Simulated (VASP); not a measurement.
# GaCuSe2 (I4_1/amd) in VASP: reference runs

Aim: a first look at GaCuSe2 with PBE, on the cell as given, and energy against volume gives the equilibrium volume and stiffness.

All numbers are computed with VASP 6.6.1; they aren't measurements. Logs are shortened: lines on timing, memory, paths and dates and some standing lists are left out, and cuts for length are marked.

## (1) Starting point

It takes space group I4_1/amd (No. 141, tetragonal). Conventional cell: a = 5.302 Å, b = 5.302 Å, c = 10.679 Å, α = 90.00°, β = 90.00°, γ = 90.00°. Se (site symmetry 2mm) is surrounded by 3 Ga at 2.65 to 2.67 Å and 3 Cu at 2.65 to 2.67 Å. Ga (site symmetry -4m2) is surrounded by 6 Se at 2.65 to 2.67 Å. Cu (site symmetry -4m2) has 6 Se at 2.65 to 2.67 Å as nearest neighbours.

Measurements of this composition are mostly on another form, of space group No. 122.

## (2) Single point, PBE

Input file INCAR:

```
SYSTEM = GaCuSe2
PREC     = Accurate       ! precision mode
ENCUT    = 520            ! plane-wave cutoff, eV
EDIFF    = 1E-7           ! SCF threshold, eV
ISMEAR   = -1             ! smearing method
SIGMA    = 0.05           ! smearing width, eV
LREAL    = .False.        ! projectors in reciprocal space
LASPH    = .True.         ! aspherical terms in the spheres
NELM     = 100            ! most SCF steps
ALGO     = Normal         ! electronic algorithm
ISIF     = 2              ! what is computed and relaxed
LWAVE    = .False.        ! write WAVECAR
LCHARG   = .False.        ! write CHGCAR
GGA      = PE             ! functional
NBANDS   = 46             ! bands
```

Input file KPOINTS:

```
regular mesh
0
Gamma
  7 7 7
  0 0 0
```

Input file POSCAR:

```
GaCuSe2
1.0
   -2.6508210000      2.6508210000      5.3393730000
    2.6508210000     -2.6508210000      5.3393730000
    2.6508210000      2.6508210000     -5.3393730000
Se Ga Cu
4 2 2
Direct
    0.4997370000      0.9997370000      0.5000000000
    0.0002630000      0.5002630000      0.5000000000
    0.2502630000      0.2502630000      0.0000000000
    0.7497370000      0.7497370000      0.0000000000
    0.7500000000      0.2500000000      0.5000000000
    0.0000000000      0.0000000000      0.0000000000
    0.5000000000      0.5000000000      0.0000000000
    0.2500000000      0.7500000000      0.5000000000
```

Potentials or basis: VASP PAW PBE potentials, release 64 (Se, Ga_d, Cu).

Command:

```
$ cat potpaw_PBE.64/Se/POTCAR potpaw_PBE.64/Ga_d/POTCAR potpaw_PBE.64/Cu/POTCAR > POTCAR
$ mpirun -np 1 vasp_std > vasp.out
```

OUTCAR:

```text
SYSTEM = GaCuSe2
   PREC = Accurate
   ENCUT = 520
   EDIFF = 1E-7
   ISMEAR = -1
   LREAL = .False.
   LASPH = .True.
   NELM = 100
   ISIF = 2
   GGA = PE

 ion  position               nearest neighbor table
   1  0.500  1.000  0.500-   6 2.65   7 2.65   6 2.65   7 2.65   8 2.67   5 2.67
   2  0.000  0.500  0.500-   6 2.65   7 2.65   6 2.65   7 2.65   8 2.67   5 2.67
   3  0.250  0.250  0.000-   5 2.65   8 2.65   8 2.65   5 2.65   7 2.67   6 2.67
   4  0.750  0.750  0.000-   8 2.65   5 2.65   5 2.65   8 2.65   7 2.67   6 2.67
   5  0.750  0.250  0.500-   3 2.65   4 2.65   3 2.65   4 2.65   2 2.67   1 2.67
   6  0.000  0.000  0.000-   2 2.65   1 2.65   2 2.65   1 2.65   3 2.67   4 2.67
   7  0.500  0.500  0.000-   2 2.65   1 2.65   2 2.65   1 2.65   3 2.67   4 2.67
   8  0.250  0.750  0.500-   3 2.65   4 2.65   3 2.65   4 2.65   2 2.67   1 2.67

  LATTYP: Found a body centered tetragonal cell.
 ALAT       =     5.3016420000
 C/A-ratio  =     2.0142337034

  Lattice vectors:

 A1 = (  -2.6508210000,   2.6508210000,   5.3393730000)
 A2 = (   2.6508210000,  -2.6508210000,   5.3393730000)
 A3 = (   2.6508210000,   2.6508210000,  -5.3393730000)

Analysis of symmetry for initial positions (statically):
=====================================================================
 Subroutine PRICEL returns:
 Original cell was already a primitive cell.

 Routine SETGRP: Setting up the symmetry group for a
 body centered tetragonal supercell.

 Subroutine GETGRP returns: Found 16 space group operations
 (whereof  8 operations were pure point group operations)
 out of a pool of 16 trial point group operations.

The static configuration has the point symmetry D_2d.
 The point group associated with its full space group is D_4h.

Analysis of symmetry for dynamics (positions and initial velocities):
=====================================================================
 Subroutine PRICEL returns:
 Original cell was already a primitive cell.

 Routine SETGRP: Setting up the symmetry group for a
 body centered tetragonal supercell.

 Subroutine GETGRP returns: Found 16 space group operations
 (whereof  8 operations were pure point group operations)
 out of a pool of 16 trial point group operations.

The dynamic configuration has the point symmetry D_2d.
 The point group associated with its full space group is D_4h.

 Subroutine INISYM returns: Found 16 space group operations
 (whereof  8 operations are pure point group operations),
 and found     1 'primitive' translations

----------------------------------------------------------------------------------------

                                     Primitive cell

  volume of cell :     150.0759

  direct lattice vectors                    reciprocal lattice vectors
    -2.650821000  2.650821000  5.339373000     0.000000000  0.188620808  0.093643954
     2.650821000 -2.650821000  5.339373000     0.188620808  0.000000000  0.093643954
     2.650821000  2.650821000 -5.339373000     0.188620808  0.188620808  0.000000000

  length of vectors
     6.524002451  6.524002451  6.524002451     0.210587273  0.210587273  0.266750105

  position of ions in fractional coordinates (direct lattice)
     0.499737000  0.999737000  0.500000000
     0.000263000  0.500263000  0.500000000
     0.250263000  0.250263000  0.000000000
     0.749737000  0.749737000  0.000000000
     0.750000000  0.250000000  0.500000000
     0.000000000  0.000000000  0.000000000
     0.500000000  0.500000000  0.000000000
     0.250000000  0.750000000  0.500000000

  ion indices of the primitive-cell ions
   primitive index   ion index
                 1           1
                 2           2
                 3           3
                 4           4
                 5           5
                 6           6
                 7           7
                 8           8

----------------------------------------------------------------------------------------

 KPOINTS: regular mesh

Automatic generation of k-mesh.
 Grid dimensions read from file:
 generate k-points for:    7    7    7

 Generating k-lattice:

  Cartesian coordinates                     Fractional coordinates (reciprocal lattice)
     0.000000000  0.026945830  0.013377708     0.142857143 -0.000000000  0.000000000
     0.026945830  0.000000000  0.013377708    -0.000000000  0.142857143  0.000000000
     0.026945830  0.026945830  0.000000000     0.000000000  0.000000000  0.142857143

  Length of vectors
     0.030083896  0.030083896  0.038107158

  Shift w.r.t. Gamma in fractional coordinates (k-lattice)
     0.000000000  0.000000000  0.000000000

 Subroutine IBZKPT returns following result:
 ===========================================

 Found     40 irreducible k-points:

 Following reciprocal coordinates:
            Coordinates               Weight
  0.000000  0.000000  0.000000      1.000000
  0.142857  0.000000  0.000000      8.000000
  0.285714  0.000000  0.000000      8.000000
[... 50 lines left out ...]
   GGA     = PE    functional components
   LHFCALC =     F    Hartree Fock is set to
   AEXX    =    0.0000 exact exchange contribution
   IVDW    =     0    specifies the selected vdW correction
   LEPSILON=     F    determine dielectric tensor
   LRPA    =     F    only Hartree local field effects (RPA)
 non-spin polarized calculation
  energy-cutoff  :      520.00
  volume of cell :      150.08
 maximum number of plane-waves:      4060
 NGX is ok and might be reduce to    50
   NGX = 25   NGY = 25   NGZ = 25

 number of electron      71.9999977 magnetization

 Free energy of the ion-electron system (eV)
  ---------------------------------------------------
  ext. energy  EPLUGINS =         0.00000000
  ---------------------------------------------------
  free energy    TOTEN  =       -29.26263151 eV

  energy without entropy =      -29.23987503  energy(sigma->0) =      -29.25125327

 E-fermi :   5.1807     XC(G=0): -10.6525

 val. band max:        5.1724160652   @ k =   0.0000   0.0000   0.0000
 cond. band min:       5.2024123149   @ k =  -0.2857   0.4286   0.1429
 fundamental gap:      0.0299962497
 Fermi energy:         5.1806550926

 k-point     1 :       0.0000    0.0000    0.0000
  band No.  band energies     occupation
      1      -9.9310      2.00000
      2      -9.9058      2.00000
      3      -9.8959      2.00000
      4      -9.7434      2.00000
      5      -9.7289      2.00000
      6      -9.7219      2.00000
[... 38 lines left out ...]
     45      12.4731      0.00000
     46      12.7783      0.00000

 k-point     2 :       0.1429    0.0000    0.0000
  band No.  band energies     occupation
      1      -9.9306      2.00000
      2      -9.8936      2.00000
      3      -9.8847      2.00000
      4      -9.7444      2.00000
      5      -9.7294      2.00000
      6      -9.7220      2.00000
[... 38 lines left out ...]
     45      12.1603      0.00000
     46      12.5258      0.00000

 k-point     3 :       0.2857    0.0000    0.0000
  band No.  band energies     occupation
      1      -9.9294      2.00000
      2      -9.8823      2.00000
      3      -9.8427      2.00000
      4      -9.7499      2.00000
      5      -9.7300      2.00000
      6      -9.7239      2.00000
[... 38 lines left out ...]
     45      11.4469      0.00000
     46      11.4845      0.00000

 k-point     4 :       0.4286    0.0000   -0.0000
  band No.  band energies     occupation
      1      -9.9289      2.00000
      2      -9.8744      2.00000
      3      -9.7975      2.00000
      4      -9.7646      2.00000
      5      -9.7293      2.00000
      6      -9.7269      2.00000
[... 920 lines left out ...]
     45      11.3644      0.00000
     46      11.4367      0.00000

 k-point    23 :      -0.1429    0.2857    0.1429
  band No.  band energies     occupation
      1      -9.9258      2.00000
      2      -9.8732      2.00000
      3      -9.8001      2.00000
      4      -9.7665      2.00000
      5      -9.7312      2.00000
      6      -9.7233      2.00000
[... 38 lines left out ...]
     45      11.2476      0.00000
     46      12.0444      0.00000

 k-point    24 :      -0.4286    0.4286    0.1429
  band No.  band energies     occupation
      1      -9.8744      2.00000
      2      -9.8444      2.00000
      3      -9.7796      2.00000
      4      -9.7763      2.00000
      5      -9.7305      2.00000
      6      -9.7274      2.00000
[... 38 lines left out ...]
     45      10.7870      0.00000
     46      11.0676      0.00000

 [... further k-points ...]

------------------------ aborting loop because EDIFF is reached ----------------------------------------

  FORCE on cell =-STRESS in cart. coord.  units (eV):
  Direction    XX          YY          ZZ          XY          YZ          ZX
  --------------------------------------------------------------------------------------
  -------------------------------------------------------------------------------------
  Total        0.0899757      0.0899757      0.2352490      0.0000000     -0.0000000      0.0000000
  in kB        0.9605609      0.9605609      2.5114663      0.0000000     -0.0000000      0.0000000
  external PRESSURE =       1.4775294 kB  Pullay stress =       0.0000000 kB

 VOLUME and BASIS-vectors are now :
 -----------------------------------------------------------------------------
  energy-cutoff  :      520.00
  volume of cell :      150.08
      direct lattice vectors                 reciprocal lattice vectors
    -2.650821000  2.650821000  5.339373000     0.000000000  0.188620808  0.093643954
     2.650821000 -2.650821000  5.339373000     0.188620808  0.000000000  0.093643954
     2.650821000  2.650821000 -5.339373000     0.188620808  0.188620808  0.000000000

 POSITION                                       TOTAL-FORCE (eV/Angst)
 -----------------------------------------------------------------------------------
      2.65082      0.00000      5.33656        -0.000000     -0.000000     -0.041269
      2.65082      0.00000      0.00281         0.000000      0.000000      0.041269
      0.00000      0.00000      2.67250        -0.000000     -0.000000      0.041269
      0.00000      0.00000      8.00625        -0.000000     -0.000000     -0.041269
      0.00000      2.65082      2.66969         0.000000      0.000000      0.000000
      0.00000      0.00000      0.00000         0.000000      0.000000     -0.000000
      0.00000      0.00000      5.33937         0.000000      0.000000     -0.000000
      2.65082      0.00000      2.66969         0.000000      0.000000      0.000000
 -----------------------------------------------------------------------------------
    total drift:                               -0.000000      0.000000     -0.000000

  FREE ENERGIE OF THE ION-ELECTRON SYSTEM (eV)
  ---------------------------------------------------
  free  energy   TOTEN  =       -29.2626315131 eV

  energy  without entropy=      -29.2398750265  energy(sigma->0) =      -29.25125327
```

Run time: 7 min. Hardware: 1 thread of Intel Xeon Platinum 8488C (Sapphire Rapids), shared host; peak memory 0.49 GiB.

What came out:

```yaml
Free_energy: -29.2626 eV
Pressure: 0.1 GPa
Largest_force: 0.041 eV/Å
Band_gap_on_the_k_mesh: none (metal or under the smearing width)
```

Forces in eV/Å, atoms in the order of the input:
```
Se   0.000  0.000 -0.041
Se   0.000  0.000  0.041
Se   0.000  0.000  0.041
Se   0.000  0.000 -0.041
Ga   0.000  0.000  0.000
Ga   0.000  0.000  0.000
Cu   0.000  0.000  0.000
Cu   0.000  0.000  0.000
```

Levels at points of the mesh, in eV from the Fermi level:
| k point | band 33 | band 34 | band 35 | band 36 | band 37 | band 38 | band 39 | band 40 |
| --- | --- | --- | --- | --- | --- | --- | --- | --- |
| (0.00, 0.00, 0.00) | -1.98 | -0.97 | -0.96 | -0.96 | -0.91 | -0.01 | 2.99 | 3.10 |

Caveat: the run has no spin polarisation, though such a crystal can be magnetic.

## (3) Equation of state, PBE, 17.63 Å³/atom (volume scaled by 0.94)

Input file INCAR:

```
ALGO = Normal
EDIFF = 1E-7
ENCUT = 520
GGA = PE
ISIF = 2
ISMEAR = -1
LASPH = True
LCHARG = False
LREAL = False
LWAVE = False
NBANDS = 46
NELM = 60
PREC = Accurate
SIGMA = 0.05
```

Input file KPOINTS:

```
k-points
0
Gamma
  7 7 7
```

POSCAR: that of step 2 with these lines changed.

```diff
@@ -2,5 +2,5 @@
 1.0
-   -2.6508210000      2.6508210000      5.3393730000
-    2.6508210000     -2.6508210000      5.3393730000
-    2.6508210000      2.6508210000     -5.3393730000
+   -2.5967074283      2.5967074283      5.2303756201
+    2.5967074283     -2.5967074283      5.2303756201
+    2.5967074283      2.5967074283     -5.2303756201
 Se Ga Cu
```

Potentials or basis: VASP PAW PBE potentials, release 64 (Se, Ga_d, Cu).

Command:

```
$ cat potpaw_PBE.64/Se/POTCAR potpaw_PBE.64/Ga_d/POTCAR potpaw_PBE.64/Cu/POTCAR > POTCAR
$ mpirun -np 1 vasp_std > vasp.out
```

Wall time 9.8 min (1 thread of Intel Xeon Platinum 8488C (Sapphire Rapids), shared host); peak memory 0.46 GiB.

Results (log left out):

```
Free energy            : -29.1111 eV
Pressure               : 5.5 GPa
Largest force          : 0.081 eV/Å
Band gap on the k mesh : none (metal or under the smearing width)
```

Caveat: the run has no spin polarisation, though such a crystal can be magnetic.

## (4) Equation of state, PBE, 18.01 Å³/atom (volume scaled by 0.96)

Input file INCAR:

```
SYSTEM = GaCuSe2
PREC = Accurate
ENCUT = 520
EDIFF = 1E-7
ISMEAR = -1
SIGMA = 0.05
LREAL = .FALSE.
LASPH = .TRUE.
NELM = 60
ALGO = Normal
ISIF = 2
LWAVE = .FALSE.
LCHARG = .FALSE.
GGA = PE
NBANDS = 46
```

Input file KPOINTS:

```
Automatic mesh
0
G
  7 7 7
  0 0 0
```

POSCAR: that of step 3 with these lines changed.

```diff
@@ -2,5 +2,5 @@
 1.0
-   -2.5967074283      2.5967074283      5.2303756201
-    2.5967074283     -2.5967074283      5.2303756201
-    2.5967074283      2.5967074283     -5.2303756201
+   -2.6149947028      2.6149947028      5.2672104648
+    2.6149947028     -2.6149947028      5.2672104648
+    2.6149947028      2.6149947028     -5.2672104648
 Se Ga Cu
```

Command:

```
$ cat potpaw_PBE.64/Se/POTCAR potpaw_PBE.64/Ga_d/POTCAR potpaw_PBE.64/Cu/POTCAR > POTCAR
$ mpirun -np 1 vasp_std > vasp.out
```

Wall time 8.8 min (1 thread of Intel Xeon Platinum 8488C (Sapphire Rapids), shared host); peak memory 0.46 GiB.

It converged, with:

- Free energy: -29.1959 eV
- Pressure: 3.5 GPa
- Largest force: 0.066 eV/Å
- Band gap on the k mesh: none (metal or under the smearing width)

Caveat: the run has no spin polarisation, though such a crystal can be magnetic.

## (5) Equation of state, PBE, 18.38 Å³/atom (volume scaled by 0.98)

Input file INCAR:

```
ALGO = Normal ; EDIFF = 1E-7
ENCUT = 520 ; GGA = PE
ISIF = 2 ; ISMEAR = -1
LASPH = T ; LCHARG = F
LREAL = F ; LWAVE = F
NBANDS = 46 ; NELM = 80
PREC = Accurate ; SIGMA = 0.05
```

Input file KPOINTS:

```
k-points
0
Gamma
  7 7 7
```

POSCAR: that of step 4 with these lines changed.

```diff
@@ -2,5 +2,5 @@
 1.0
-   -2.6149947028      2.6149947028      5.2672104648
-    2.6149947028     -2.6149947028      5.2672104648
-    2.6149947028      2.6149947028     -5.2672104648
+   -2.6330297190      2.6330297190      5.3035372021
+    2.6330297190     -2.6330297190      5.3035372021
+    2.6330297190      2.6330297190     -5.3035372021
 Se Ga Cu
```

Command:

```
$ cat potpaw_PBE.64/Se/POTCAR potpaw_PBE.64/Ga_d/POTCAR potpaw_PBE.64/Cu/POTCAR > POTCAR
$ mpirun -np 1 vasp_std > vasp.out
```

Wall time 8.6 min (1 thread of Intel Xeon Platinum 8488C (Sapphire Rapids), shared host); peak memory 0.47 GiB.

Results (log left out):

| Item | Value |
| --- | --- |
| Free energy | -29.2451 eV |
| Pressure | 1.7 GPa |
| Largest force | 0.053 eV/Å |
| Band gap on the k mesh | none (metal or under the smearing width) |

Caveat: the run has no spin polarisation, though such a crystal can be magnetic.

## (6) Equation of state, PBE, 19.13 Å³/atom (volume scaled by 1.02)

Input file INCAR:

```
PREC = Accurate ; ENCUT = 520
EDIFF = 1E-7 ; ISMEAR = -1
SIGMA = 0.05 ; LREAL = False
LASPH = True ; NELM = 100
ALGO = Normal ; ISIF = 2
LWAVE = False ; LCHARG = False
GGA = PE ; NBANDS = 46
```

Input file KPOINTS:

```
Automatic mesh
0
Gamma
  7 7 7
```

POSCAR: that of step 5 with these lines changed.

```diff
@@ -2,5 +2,5 @@
 1.0
-   -2.6330297190      2.6330297190      5.3035372021
-    2.6330297190     -2.6330297190      5.3035372021
-    2.6330297190      2.6330297190     -5.3035372021
+   -2.6683766176      2.6683766176      5.3747341166
+    2.6683766176     -2.6683766176      5.3747341166
+    2.6683766176      2.6683766176     -5.3747341166
 Se Ga Cu
```

Potentials or basis: VASP PAW PBE potentials, release 64 (Se, Ga_d, Cu).

Command:

```
$ cat potpaw_PBE.64/Se/POTCAR potpaw_PBE.64/Ga_d/POTCAR potpaw_PBE.64/Cu/POTCAR > POTCAR
$ mpirun -np 1 vasp_std > vasp.out
```

Wall time 7.4 min (1 thread of Intel Xeon Platinum 8488C (Sapphire Rapids), shared host); peak memory 0.5 GiB.

Results (log left out):

```yaml
Free_energy: -29.2521 eV
Pressure: -1.3 GPa
Largest_force: 0.031 eV/Å
Band_gap_on_the_k_mesh: none (metal or under the smearing width)
```

Caveat: the run has no spin polarisation, though such a crystal can be magnetic.

## (7) Equation of state, PBE, 19.51 Å³/atom (volume scaled by 1.04)

Input file INCAR:

```
PREC     = Accurate       # precision mode
ENCUT    = 520            # plane-wave cutoff, eV
EDIFF    = 1E-7           # SCF threshold, eV
ISMEAR   = -1             # smearing method
SIGMA    = 0.05           # smearing width, eV
LREAL    = F              # projectors in reciprocal space
LASPH    = T              # aspherical terms in the spheres
NELM     = 60             # most SCF steps
ALGO     = Normal         # electronic algorithm
ISIF     = 2              # what is computed and relaxed
LWAVE    = F              # write WAVECAR
LCHARG   = F              # write CHGCAR
GGA      = PE             # functional
NBANDS   = 46             # bands
```

Input file KPOINTS:

```
regular mesh
0
Gamma
  7 7 7
```

POSCAR: that of step 6 with these lines changed.

```diff
@@ -2,5 +2,5 @@
 1.0
-   -2.6683766176      2.6683766176      5.3747341166
-    2.6683766176     -2.6683766176      5.3747341166
-    2.6683766176      2.6683766176     -5.3747341166
+   -2.6857042240      2.6857042240      5.4096359655
+    2.6857042240     -2.6857042240      5.4096359655
+    2.6857042240      2.6857042240     -5.4096359655
 Se Ga Cu
```

Command:

```
$ cat potpaw_PBE.64/Se/POTCAR potpaw_PBE.64/Ga_d/POTCAR potpaw_PBE.64/Cu/POTCAR > POTCAR
$ mpirun -np 1 vasp_std > vasp.out
```

It took 12 min on 1 thread of Intel Xeon Platinum 8488C (Sapphire Rapids), shared host; peak memory 0.5 GiB.

Results (log left out):

```yaml
Free_energy: -29.2166 eV
Pressure: -2.5 GPa
Largest_force: 0.021 eV/Å
Band_gap_on_the_k_mesh: none (metal or under the smearing width)
```

Caveat: the run has no spin polarisation, though such a crystal can be magnetic.

## (8) Equation of state, PBE

No new run: the results of the series are fitted here.

Results:

```yaml
Equilibrium_volume: 18.80 Å³/atom
Bulk_modulus_at_fixed_shape_and_positions: 74 GPa
Pressure_derivative_of_the_bulk_modulus: 4.9
```

Energy against volume, from the lowest point:
| volume (Å³/atom) | energy (meV/atom) |
| --- | --- |
| 17.634 | 18.94 |
| 18.009 | 8.34 |
| 18.384 | 2.19 |
| 18.759 | 0.00 |
| 19.135 | 1.31 |
| 19.510 | 5.76 |

Caveat: the cell was scaled at fixed shape and fractional positions, which overstates the stiffness of a crystal with free parameters, most of all of layers and chains; the run has no spin polarisation, though such a crystal can be magnetic.
